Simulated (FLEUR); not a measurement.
# Collinear magnetic orders of 1 ML Co on Nb(001), 1 substrate layers with FLEUR, part 2 of 2

Does 1 ML Co on Nb(001), 1 substrate layers prefer parallel or opposed moments?

FLEUR MaX-R8.1; LDA (VWN); all-electron FLAPW film, Dirac cores, scalar-relativistic bands.

So far, largest spin moment in the muffin-tin sphere (μB): step 2 (order 1, typed as ferro +) 1.23; step 3 (order 2, typed as antiferro q=(1/2,1/2,0) +-) 1.42.

## (4) Order 3, typed as antiferro q=(0,1/2,0) +-

Reversing part of the moments tests the sign of the couplings between them.

This order needs a doubled cell of 4 atoms. The mesh is halved along the doubled vector, so that both cells sample the same points. The k list default-1 (kpts.xml, not shown) is a Γ-centred 8×4×1 mesh.

inp.xml

```
<?xml version="1.0" encoding="UTF-8" standalone="no"?>
<fleurInput fleurInputVersion="0.39">
   <comment>
      NbCo
   </comment>
   <calculationSetup>
      <cutoffs Kmax="3.6" Gmax="10.8" GmaxXC="10.8" numbands="0"/>
      <scfLoop itmax="120" minDistance="0.00002" maxIterBroyd="15" imix="Anderson" alpha="0.03" precondParam="0.0" spinf="2.0" sdNocoIR="T"/>
      <coreElectrons ctail="T" frcor="F" kcrel="0" coretail_lmax="0"/>
      <xcFunctional name="vwn" relativisticCorrections="F"/>
      <magnetism jspins="2"/>
      <soc l_soc="F" theta="0.0" phi="0.0" spav="F"/>
      <expertModes spex="0" secvar="F"/>
      <geometryOptimization l_f="F" forcealpha="1.0" forcemix="BFGS" epsdisp="0.00001" epsforce="0.00001"/>
      <ldaU l_linMix="F" mixParam="0.05" spinf="1.0"/>
   </calculationSetup>
   <cell>
      <bzIntegration valenceElectrons="60.0" mode="hist" fermiSmearingEnergy="0.00183747">
         <kPointListSelection listName="default-1"/>
         <xi:include xmlns:xi="http://www.w3.org/2001/XInclude" href="kpts.xml"> </xi:include>
      </bzIntegration>
      <xi:include xmlns:xi="http://www.w3.org/2001/XInclude" href="sym.xml"> </xi:include>
      <filmLattice scale="1.0" dVac="8.11" dTilda="10.61">
         <bravaisMatrixFilm>
            <row-1>    6.2888195700563401     0.0000000000000000</row-1>
            <row-2>    0.0000000000000000    12.5776391401126801</row-2>
         </bravaisMatrixFilm>
         <vacuumEnergyParameters vacuum="1" spinUp="-.25" spinDown="-.25"/>
         <vacuumEnergyParameters vacuum="2" spinUp="-.25" spinDown="-.25"/>
      </filmLattice>
   </cell>
   <atomSpecies>
      <species name="Niobium (Nb)" element="Nb" atomicNumber="41">
         <mtSphere radius="2.42" gridPoints="801" logIncrement="0.016"/>
         <atomicCutoffs lmax="10" lnonsphr="8"/>
         <electronConfig flipSpins="F">
            <coreConfig>(1s1/2) (2s1/2) (2p1/2) (2p3/2) (3s1/2) (3p1/2) (3p3/2) (3d3/2) (3d5/2)</coreConfig>
            <valenceConfig>(4s1/2) (4p1/2) (4p3/2) (5s1/2) (4d3/2) (4d5/2)</valenceConfig>
            <stateOccupation state="(5s1/2)" spinUp="0.500000" spinDown="0.500000"/>
            <stateOccupation state="(4d3/2)" spinUp="0.800000" spinDown="0.800000"/>
            <stateOccupation state="(4d5/2)" spinUp="1.200000" spinDown="1.200000"/>
         </electronConfig>
         <energyParameters s="5" p="5" d="4" f="4"/>
         <lo type="SCLO" l="0" n="4" eDeriv="0"/>
         <lo type="SCLO" l="1" n="4" eDeriv="0"/>
      </species>
      <species name="Cobalt (Co2.000" element="Co" atomicNumber="27">
         <mtSphere radius="2.42" gridPoints="801" logIncrement="0.015"/>
         <atomicCutoffs lmax="10" lnonsphr="8"/>
         <electronConfig flipSpins="F">
            <coreConfig>(1s1/2) (2s1/2) (2p1/2) (2p3/2)</coreConfig>
            <valenceConfig>(3s1/2) (3p1/2) (3p3/2) (4s1/2) (3d3/2) (3d5/2)</valenceConfig>
            <stateOccupation state="(3d3/2)" spinUp="1.5" spinDown="1.3"/>
            <stateOccupation state="(3d5/2)" spinUp="3.0" spinDown="1.2"/>
         </electronConfig>
         <energyParameters s="4" p="4" d="3" f="4"/>
         <lo type="SCLO" l="0" n="3" eDeriv="0"/>
         <lo type="SCLO" l="1" n="3" eDeriv="0"/>
      </species>
      <species name="Cobalt (Co-2.000" element="Co" atomicNumber="27">
         <mtSphere radius="2.42" gridPoints="801" logIncrement="0.015"/>
         <atomicCutoffs lmax="10" lnonsphr="8"/>
         <electronConfig flipSpins="F">
            <coreConfig>(1s1/2) (2s1/2) (2p1/2) (2p3/2)</coreConfig>
            <valenceConfig>(3s1/2) (3p1/2) (3p3/2) (4s1/2) (3d3/2) (3d5/2)</valenceConfig>
            <stateOccupation state="(3d3/2)" spinUp="1.3" spinDown="1.5"/>
            <stateOccupation state="(3d5/2)" spinUp="1.2" spinDown="3.0"/>
         </electronConfig>
         <energyParameters s="4" p="4" d="3" f="4"/>
         <lo type="SCLO" l="0" n="3" eDeriv="0"/>
         <lo type="SCLO" l="1" n="3" eDeriv="0"/>
      </species>
   </atomSpecies>
   <atomGroups>
      <atomGroup species="Niobium (Nb)">
         <filmPos label="                   1">.0000000000 .0000000000 -1.2334532018</filmPos>
         <filmPos label="                   2">.0000000000 1.000/2.000 -1.2334532018</filmPos>
         <force calculate="T" relaxXYZ="TTT"/>
      </atomGroup>
      <atomGroup species="Cobalt (Co2.000">
         <filmPos label="                   3">1.000/2.000 1.000/4.000 1.2334532018</filmPos>
         <force calculate="T" relaxXYZ="TTT"/>
      </atomGroup>
      <atomGroup species="Cobalt (Co-2.000">
         <filmPos label="                   4">1.000/2.000 -1.000/4.000 1.2334532018</filmPos>
         <force calculate="T" relaxXYZ="TTT"/>
      </atomGroup>
   </atomGroups>
   <output dos="F" band="F" slice="F">
      <bandDOS minEnergy="-.5*Htr" maxEnergy="0.5*Htr" sigma="0.015" storeEVData="T"/>
      <plotting iplot="0" polar="F">
         <plot TwoD="T" vec1="  1.0  0.0  0.0" vec2="  0.0  1.0  0.0" vec3="  0.0  0.0  1.0" zero="  0.0  0.0 -0.5" file="plot"/>
      </plotting>
      <moessbauerParams electricFieldGradient="F" isomerShift="F" coreHyperfine="F" valenceHyperfine="F"/>
   </output>
</fleurInput>
```

crystal.txt

```
NbCo
&input film=T cartesian=F /
3.32790000000  0.00000000000  0.00000000000
0.00000000000  6.65580000000  0.00000000000
0.00000000000  0.00000000000  1.00000000000
1.8897261246
1.0 1.0 1.0

4
41 0.00000000000  0.00000000000  -1.23345320185
41 0.00000000000  0.50000000000  -1.23345320185
27 0.50000000000  0.25000000000  1.23345320185 : 2.000
27 0.50000000000  0.75000000000  1.23345320185 : -2.000

&kpt div1=8 div2=4 div3=1 gamma=T /
```

Started as:

```sh
$ OMP_NUM_THREADS=1 inpgen -f crystal.txt > inpgen.log  # inp.xml is then edited as shown
$ OMP_NUM_THREADS=1 mpirun -n 4 fleur_MPI > fleur.log
```

Log:

```text
[banner, memory and clock lines left out]
Welcome to FLEUR        (www.flapw.de)
      MaX-Release 8.1          (www.max-centre.eu)

 ========== k-point set info ==========
 Selected k-point list: default-1
 k-point list type: mesh
 0 x 0 x 0
 Number of k points: 16

 [... set-up left out ...]
 Iteration:     1   Distance:      40.50719309 me/bohr^3
 Iteration:     2   Distance:      24.17893935 me/bohr^3
 Iteration:     3   Distance:      24.87461206 me/bohr^3
 Iteration:     4   Distance:      29.86048466 me/bohr^3
 Iteration:     5   Distance:      18.19872250 me/bohr^3
[...]
<sumOfEigenvalues value="    -6202.3828896991">
               <coreElectrons value="-6128.9638404547"/>
               <valenceElectrons value="-73.4190492444"/>
            </sumOfEigenvalues>
         [... left out ...]
            <freeEnergy value="-10414.9053195099"/>
            <extrapolationTo0K value="-10414.9037569653"/>
         </totalEnergy>
         <densityConvergence units="me/bohr^3">
            <chargeDensity spin="1" distance="0.0000091332"/>
            <chargeDensity spin="2" distance="0.0000092596"/>
            <overallChargeDensity distance="0.0000105265"/>
            <spinDensity distance="0.0000150831"/>
         </densityConvergence>
      </iteration>
```

Run time: 5.7 min. Hardware: 4 MPI ranks of Arm Neoverse N1, shared host; peak memory 0.68 GiB.

Spin moment in the muffin-tin sphere by atom:

| atom | spin moment in the muffin-tin sphere (μB) |
| --- | --- |
| Nb1 | 0.00 |
| Nb2 | 0.00 |
| Co3 | 1.44 |
| Co4 | -1.44 |

This step gave:

| Property | Result |
| --- | --- |
| free energy | -283404.0114 eV |
| program's band gap on this mesh (in a metal only a level spacing) | 0.004715 eV |
| magnetization | 0 μB |
| final state | antiferromagnetic |

It lies 26.5 meV a seeded atom under the first start, and its largest moment is 1.44 μB against 1.23 μB.

## (5) Start 4: no spin polarisation

Without spin polarisation no moment can form, so the difference from the other runs is what forming moments gains.

The k list default-1 (kpts.xml, not shown) is a Γ-centred 8×8×1 mesh.

inp.xml, as its differences from that of step 4:

```diff
@@ -10,3 +10,3 @@
       <xcFunctional name="vwn" relativisticCorrections="F"/>
-      <magnetism jspins="2"/>
+      <magnetism jspins="1"/>
       <soc l_soc="F" theta="0.0" phi="0.0" spav="F"/>
@@ -17,3 +17,3 @@
    <cell>
-      <bzIntegration valenceElectrons="60.0" mode="hist" fermiSmearingEnergy="0.00183747">
+      <bzIntegration valenceElectrons="30.0" mode="hist" fermiSmearingEnergy="0.00183747">
          <kPointListSelection listName="default-1"/>
@@ -25,3 +25,3 @@
             <row-1>    6.2888195700563401     0.0000000000000000</row-1>
-            <row-2>    0.0000000000000000    12.5776391401126801</row-2>
+            <row-2>    0.0000000000000000     6.2888195700563401</row-2>
          </bravaisMatrixFilm>
@@ -46,3 +46,3 @@
       </species>
-      <species name="Cobalt (Co2.000" element="Co" atomicNumber="27">
+      <species name="Cobalt (Co)" element="Co" atomicNumber="27">
          <mtSphere radius="2.42" gridPoints="801" logIncrement="0.015"/>
@@ -52,17 +52,4 @@
             <valenceConfig>(3s1/2) (3p1/2) (3p3/2) (4s1/2) (3d3/2) (3d5/2)</valenceConfig>
-            <stateOccupation state="(3d3/2)" spinUp="1.5" spinDown="1.3"/>
-            <stateOccupation state="(3d5/2)" spinUp="3.0" spinDown="1.2"/>
-         </electronConfig>
-         <energyParameters s="4" p="4" d="3" f="4"/>
-         <lo type="SCLO" l="0" n="3" eDeriv="0"/>
-         <lo type="SCLO" l="1" n="3" eDeriv="0"/>
-      </species>
-      <species name="Cobalt (Co-2.000" element="Co" atomicNumber="27">
-         <mtSphere radius="2.42" gridPoints="801" logIncrement="0.015"/>
-         <atomicCutoffs lmax="10" lnonsphr="8"/>
-         <electronConfig flipSpins="F">
-            <coreConfig>(1s1/2) (2s1/2) (2p1/2) (2p3/2)</coreConfig>
-            <valenceConfig>(3s1/2) (3p1/2) (3p3/2) (4s1/2) (3d3/2) (3d5/2)</valenceConfig>
-            <stateOccupation state="(3d3/2)" spinUp="1.3" spinDown="1.5"/>
-            <stateOccupation state="(3d5/2)" spinUp="1.2" spinDown="3.0"/>
+            <stateOccupation state="(3d3/2)" spinUp="1.400000" spinDown="1.400000"/>
+            <stateOccupation state="(3d5/2)" spinUp="2.100000" spinDown="2.100000"/>
          </electronConfig>
@@ -76,11 +63,6 @@
          <filmPos label="                   1">.0000000000 .0000000000 -1.2334532018</filmPos>
-         <filmPos label="                   2">.0000000000 1.000/2.000 -1.2334532018</filmPos>
          <force calculate="T" relaxXYZ="TTT"/>
       </atomGroup>
-      <atomGroup species="Cobalt (Co2.000">
-         <filmPos label="                   3">1.000/2.000 1.000/4.000 1.2334532018</filmPos>
-         <force calculate="T" relaxXYZ="TTT"/>
-      </atomGroup>
-      <atomGroup species="Cobalt (Co-2.000">
-         <filmPos label="                   4">1.000/2.000 -1.000/4.000 1.2334532018</filmPos>
+      <atomGroup species="Cobalt (Co)">
+         <filmPos label="                   2">1.000/2.000 1.000/2.000 1.2334532018</filmPos>
          <force calculate="T" relaxXYZ="TTT"/>
```

crystal.txt

```
NbCo
&input film=T cartesian=F /
3.32790000000  0.00000000000  0.00000000000
0.00000000000  3.32790000000  0.00000000000
0.00000000000  0.00000000000  1.00000000000
1.8897261246
1.0 1.0 1.0

2
41 0.00000000000  0.00000000000  -1.23345320185
27 0.50000000000  0.50000000000  1.23345320185

&kpt div1=8 div2=8 div3=1 gamma=T /
```

Log:

```text
[banner, memory and clock lines left out]
Welcome to FLEUR        (www.flapw.de)
      MaX-Release 8.1          (www.max-centre.eu)

 ========== k-point set info ==========
 Selected k-point list: default-1
 k-point list type: mesh
 0 x 0 x 0
 Number of k points: 16

 [... set-up left out ...]
 Iteration:     1   Distance:      43.13262300 me/bohr^3
 Iteration:     2   Distance:      28.40694679 me/bohr^3
 Iteration:     3   Distance:      37.76053691 me/bohr^3
 Iteration:     4   Distance:      31.75671361 me/bohr^3
 Iteration:     5   Distance:      10.63016822 me/bohr^3
[...]
<FermiEnergy value="-0.1738157244" units="Htr"/>
         [... left out ...]
         <totalEnergy value="    -5207.4478347109" units="Htr">
            <sumOfEigenvalues value="    -3100.9985368095">
               <coreElectrons value="-3064.4554269357"/>
               <valenceElectrons value="-36.5431098738"/>
            </sumOfEigenvalues>
         [... left out ...]
            <freeEnergy value="-5207.4497187728"/>
            <extrapolationTo0K value="-5207.4487767418"/>
         </totalEnergy>
         <densityConvergence units="me/bohr^3">
            <chargeDensity spin="1" distance="0.0000114965"/>
         </densityConvergence>
      </iteration>
```

Elapsed: 30 s, on 4 MPI ranks; peak memory 0.23 GiB.

Read from the output:

```
free energy                                                       : -141701.9257 eV
program's band gap on this mesh (in a metal only a level spacing) : 0.001498 eV
final state                                                       : non-magnetic (no spin polarisation)
```

It lies 53.6 meV a seeded atom over the first start.

## (6) Ranking

Free energies are divided by the number of seeded atoms, so that cells of unlike size compare. Wavevectors q in the names are fractions of the primitive cell's reciprocal vectors.

Orders:

| start | final state | typed order kept | energy over the lowest (meV a seeded atom) | largest sphere moment (μB) | net moment (μB a primitive cell) | mesh matched | CPU time (s) |
| --- | --- | --- | --- | --- | --- | --- | --- |
| ferro + | ferromagnetic | yes | 37.54 | 1.234 | 1.962 | yes | 536.1 |
| antiferro q=(1/2,1/2,0) +- | antiferromagnetic | yes | 0 | 1.417 | 0 | yes | 1329 |
| antiferro q=(0,1/2,0) +- | antiferromagnetic | yes | 11.06 | 1.44 | 0 | yes | 1352 |
| no spin polarisation | non-magnetic | - | 91.09 | 0 | 0 | yes | 118 |

## (7) Outcome

```
lowest state found                 : antiferromagnetic (typed antiferro q=(1/2,1/2,0) +-)
largest site spin moment           : 1.42 μB
next finished state                : antiferromagnetic, 11.1 meV a seeded atom higher
energy gained by spin polarisation : 91.1 meV a seeded atom
```

What this shows: The lowest state found is antiferromagnetic, reached from the start antiferro q=(1/2,1/2,0) +-, with moments up to 1.42 μB. The next finished state costs 11 meV a seeded atom. This is the lowest of 4 finished starts, no proof of the ground state. With one substrate layer the cell is a free-standing, unrelaxed film and no surface.

[Logs and program files are shortened in this print: banners, set-up blocks, solver, clock and traceback lines can be left out without a mark of their own.]

[Logs are printed without paths, hosts, clocks, repeated set-up lines and the standing remarks that a program may print on its own settings, such as how far it seeks lower states.]

[Hosts, paths, dates, database ids (printed as entryN), source tags and the programs' standing remarks are cut or masked in the printed files.]

[Where a cell is said to come from a database of computed structures, the database is the Materials Project.]
